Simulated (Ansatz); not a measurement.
## LiF: experiment and calculation

**What was measured.**

A printed reference work (data compilation) reports, for a bulk crystal of LiF at 298.15 K: lattice constant a 4.0262 ± 0.0001 Å.

From a printed reference work (monograph), for a bulk crystal of LiF: band gap 13.6 eV.

The calculation used DFT PBE, scalar-relativistic, plane waves, PAW in Ansatz.

Cutoff 420 eV; k points 10×10×10 on the computed 2-atom cell (Γ-centred); Gaussian smearing, width 0.02 eV; no spin polarisation.

Relaxed structure:

```xyz
2
Lattice="0.0000 2.0340 2.0340 2.0340 0.0000 2.0340 2.0340 2.0340 0.0000" Properties=species:S:1:pos:R:3 pbc="T T T"
Li    2.0340    2.0340    2.0340
F     0.0000    0.0000    0.0000
```

- Space group: Fm-3m (No. 225)
- Volume per atom: 8.42 Å³
- Formation energy from the elements' standard states (uncorrected): -2.945 eV/atom
- Kohn–Sham band gap: 8.83 eV, indirect from (-0.062, 0.000, 0.062) to Γ
- Orbital (Löwdin) character of the top 1 eV of the valence band: F 2p 99 %
- Orbital (Löwdin) character of the lowest 1 eV of the conduction band: Li 2s 63 %, F 2s 24 %, unprojected 8 %
- Electron masses at the edge by direction of the standard setting (m_e; one valley, along these axes only; no spin-orbit coupling): x: 0.86; y: 0.86; z: 0.86
- Hole masses at the edge by direction of the standard setting (m_e; one valley, along these axes only; no spin-orbit coupling): x: 2.4; y: 4.1; z: 2.4
- Bader charge by site (e): Li (1 in the cell) 0.90, F (1 in the cell) -0.90

A measured lattice constant a of LiF is 4.0262 Å (298.15 K; a printed reference work (data compilation)); the calculated 4.068 Å exceeds it by 1.0 %. The calculation is for 0 K without zero-point motion. Measured band gap of LiF: 13.6 eV (a printed reference work (monograph)). This calculation gives 8.83 eV (-4.77 eV). Kohn–Sham gaps of semilocal functionals fall short of measured ones as a rule.

The cell was reached from a generator's guess, though it ends in a space group that the Crystallography Open Database lists for this formula. Löwdin shares on free-atom orbitals overweight diffuse shells in the empty bands.
